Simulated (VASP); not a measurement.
**Shielding tensors and field gradients of KCl (Sylvite)**

Wanted: the shieldings and field gradients at the nuclei of KCl (Sylvite). The cell is of the rock-salt type, one of the forms listed for this formula, which need not be the common one. The start is a cell from a database of measured crystal structures.

Method: PBE; plane waves and PAW (K_sv, Cl), in the first sound run; inputs show where later runs differ, in VASP 6.6.1.

### Step 1. Starting point

The structure is cubic, space group Fm-3m (No. 225). Conventional cell: a = 6.293 Å, b = 6.293 Å, c = 6.293 Å, α = 90.00°, β = 90.00°, γ = 90.00°. Nearest to K lie 6 Cl at 3.15 Å. Nearest to Cl lie 6 K at 3.15 Å. Farther neighbours and most contacts between anions are not listed.

Coordinates:

```cif
data_structure
_symmetry_space_group_name_H-M 'P 1'
_symmetry_Int_Tables_number 1
_cell_length_a 4.4498
_cell_length_b 4.4498
_cell_length_c 4.4498
_cell_angle_alpha 60.000
_cell_angle_beta 60.000
_cell_angle_gamma 60.000
_cell_volume 62.30
loop_
_atom_site_label
_atom_site_type_symbol
_atom_site_fract_x
_atom_site_fract_y
_atom_site_fract_z
_atom_site_occupancy
K1 K 0.00000 0.00000 0.00000 1
Cl2 Cl 0.50000 0.50000 0.50000 1
```

### Step 2. Ground state

A ground-state run shows first whether the cell has a gap, which the next steps need; its size sets how fine their mesh has to be.

Input file INCAR:

```
SYSTEM = KCl
PREC = Accurate
ENCUT = 400
EDIFF = 1E-07
NELM = 100
ISMEAR = 0
SIGMA = 0.01
LREAL = .FALSE.
ALGO = Normal
GGA = PE
NBANDS = 14
LORBIT = 11
LWAVE = .FALSE.
LCHARG = .FALSE.
KPAR = 4
```

Input file POSCAR:

```
KCl
1.0
    0.0000000000      3.1464700000      3.1464700000
    3.1464700000      0.0000000000      3.1464700000
    3.1464700000      3.1464700000      0.0000000000
K Cl
1 1
Direct
    0.0000000000      0.0000000000      0.0000000000
    0.5000000000      0.5000000000      0.5000000000
```

Input file KPOINTS:

```
Automatic mesh
0
Gamma
5 5 5
0 0 0
```

PAW data sets: K_sv and Cl (PBE family, release 64).

Started as:

```console
$ mpirun -np 4 vasp_std
```

The program printed:

```text
[banner, memory and clock lines left out]
running    4 mpi-ranks, on    1 nodes
 distrk:  each k-point on    1 cores,    4 groups
 distr:  one band on    1 cores,    1 groups

 POSCAR found type information on POSCAR K Cl
 POSCAR found :  2 types and       2 ions
 LDA part: xc-table for (Slater+PW92), standard interpolation
 POSCAR, INCAR and KPOINTS ok, starting setup
 FFT: planning ... GRIDC
 FFT: planning ... GRID_SOFT
 FFT: planning ... GRID
 WAVECAR not read
 entering main loop
       N       E                     dE             d eps       ncg     rms          rms(c)
DAV:   1     0.833990863161E+02    0.83399E+02   -0.59271E+03   280   0.818E+02
DAV:   2    -0.253929378233E+01   -0.85938E+02   -0.81603E+02   360   0.227E+02
DAV:   3    -0.693903306736E+01   -0.43997E+01   -0.43813E+01   370   0.466E+01
DAV:   4    -0.709419429619E+01   -0.15516E+00   -0.15507E+00   428   0.811E+00
DAV:   5    -0.709531935961E+01   -0.11251E-02   -0.11250E-02   382   0.781E-01    0.333E+00
DAV:   6    -0.680486198545E+01    0.29046E+00   -0.46491E-01   334   0.348E+00    0.273E+00
DAV:   7    -0.678967332457E+01    0.15189E-01   -0.11369E-01   370   0.189E+00    0.157E+00
DAV:   8    -0.680214230544E+01   -0.12469E-01   -0.18923E-02   364   0.100E+00    0.178E-01
DAV:   9    -0.680292782307E+01   -0.78552E-03   -0.85536E-04   364   0.189E-01    0.993E-02
DAV:  10    -0.680355000259E+01   -0.62218E-03   -0.63279E-04   304   0.165E-01    0.165E-02
DAV:  11    -0.680355550568E+01   -0.55031E-05   -0.20854E-05   372   0.281E-02    0.109E-02
DAV:  12    -0.680355755970E+01   -0.20540E-05   -0.42882E-06   310   0.133E-02    0.230E-03
DAV:  13    -0.680355778529E+01   -0.22559E-06   -0.47971E-07   308   0.495E-03    0.502E-04
DAV:  14    -0.680355784175E+01   -0.56460E-07   -0.48897E-08   274   0.154E-03
   1 F= -.68035578E+01 E0= -.68035578E+01  d E =-.163815E-12
```

Wall time 6.4 s (4 MPI ranks of AMD EPYC 7R43, shared host); peak memory 0.53 GiB; 22 s of CPU time.

The logs omit lines about the potential files and the build; timing stands in the text.

Parts of OUTCAR (step 2):

```text
ion  position               nearest neighbor table
   1  0.000  0.000  0.000-   2 3.15   2 3.15   2 3.15   2 3.15   2 3.15   2 3.15
   2  0.500  0.500  0.500-   1 3.15   1 3.15   1 3.15   1 3.15   1 3.15   1 3.15

  LATTYP: Found a face centered cubic cell.
 ALAT       =     6.2929400000

 Subroutine GETGRP returns: Found 48 space group operations
 (whereof 48 operations were pure point group operations)

The static configuration has the point symmetry O_h .

 Found     10 irreducible k-points:

   k-points           NKPTS =     10   k-points in BZ     NKDIM =     10   number of bands    NBANDS=     14

   dimension x,y,z NGX =    30 NGY =   30 NGZ =   30
   dimension x,y,z NGXF=    60 NGYF=   60 NGZF=   60

   ENCUT  =  400.0 eV  29.40 Ry    5.42 a.u.   7.26  7.26  7.26*2*pi/ulx,y,z

   NELECT =      16.0000    total number of electrons

 k-points in reciprocal lattice and weights: Automatic mesh
   0.00000000  0.00000000  0.00000000       0.008
   0.20000000  0.00000000  0.00000000       0.064
   0.40000000  0.00000000  0.00000000       0.064
   0.20000000  0.20000000  0.00000000       0.048
   0.40000000  0.20000000  0.00000000       0.192
  -0.40000000  0.20000000  0.00000000       0.192
  -0.20000000  0.20000000  0.00000000       0.096
   0.40000000  0.40000000  0.00000000       0.048
  -0.40000000  0.40000000  0.00000000       0.096
  -0.40000000  0.40000000  0.20000000       0.192

 average (electrostatic) potential at core
       1 -36.3014       2 -94.3694

 E-fermi :  -1.7956

 k-point     1 :       0.0000    0.0000    0.0000
  band No.  band energies     occupation
    ...
      4     -12.5000      2.00000
      5     -12.5000      2.00000
      6      -1.8410      2.00000
      7      -1.8410      2.00000
      8      -1.8410      2.00000
      9       3.3450      0.00000
     10       6.5391      0.00000
     11       6.5391      0.00000
     12       6.5391      0.00000
     13       7.4160      0.00000
    ...

 k-point     2 :       0.2000    0.0000    0.0000
  band No.  band energies     occupation
    ...
      4     -12.5033      2.00000
      5     -12.4114      2.00000
      6      -2.2632      2.00000
      7      -1.9584      2.00000
      8      -1.9584      2.00000
      9       4.2188      0.00000
     10       6.3376      0.00000
     11       7.0297      0.00000
     12       7.0297      0.00000
     13       7.9430      0.00000
    ...

 k-point     3 :       0.4000    0.0000    0.0000
  band No.  band energies     occupation
    ...
      4     -12.5085      2.00000
      5     -12.2807      2.00000
      6      -2.8118      2.00000
      7      -2.1364      2.00000
      8      -2.1364      2.00000
      9       5.5563      0.00000
     10       6.6002      0.00000
     11       8.2741      0.00000
     12       8.2741      0.00000
     13       9.1455      0.00000
    ...

  Total        0.3059524      0.3059524      0.3059524      0.0000000     -0.0000000     -0.0000000
  in kB        7.8679867      7.8679867      7.8679867      0.0000000     -0.0000000     -0.0000000
  external PRESSURE =       7.8679867 kB  Pullay stress =       0.0000000 kB

  energy-cutoff  :      400.00
  volume of cell :       62.30
      direct lattice vectors                 reciprocal lattice vectors
     0.000000000  3.146470000  3.146470000    -0.158908237  0.158908237  0.158908237
     3.146470000  0.000000000  3.146470000     0.158908237 -0.158908237  0.158908237
     3.146470000  3.146470000  0.000000000     0.158908237  0.158908237 -0.158908237

 POSITION                                       TOTAL-FORCE (eV/Angst)
 -----------------------------------------------------------------------------------
      0.00000      0.00000      0.00000        -0.000000     -0.000000      0.000000
      3.14647      3.14647      3.14647         0.000000      0.000000     -0.000000
 -----------------------------------------------------------------------------------
    total drift:                                0.000000      0.000000      0.000000

  FREE ENERGIE OF THE ION-ELECTRON SYSTEM (eV)
  ---------------------------------------------------
  free  energy   TOTEN  =        -6.8035578417 eV

  energy  without entropy=       -6.8035578417  energy(sigma->0) =       -6.80355784

 total charge
# of ion       s       p       d       tot
------------------------------------------
    1        1.957   5.581   0.025   7.563
    2        1.588   3.569   0.000   5.157
--------------------------------------------------
tot          3.545   9.150   0.025  12.721

[... 3 further parts left out ...]
```

The gap is read on the k-mesh alone, so it is an upper bound where the band edges lie off the mesh.

Numbers from this step:

```yaml
free_energy_toten: -6.804 eV
fermi_energy: -1.796 eV
pressure: 0.7868 GPa
gap_on_the_k_mesh: 5.186 eV
least_direct_gap_on_the_k_mesh: 5.186 eV
```

The cell has a gap of 5.19 eV on this mesh.

[end of part 1 of 3]

[Lines on the potential files, build, host, timing and source positions are cut from VASP's logs without a mark.]

[Logs are printed without paths, hosts, clocks, repeated set-up lines and the standing remarks that a program may print on its own settings, such as how far it seeks lower states.]

[Hosts, paths, dates, database ids (printed as entryN), source tags and the programs' standing remarks are cut or masked in the printed files.]
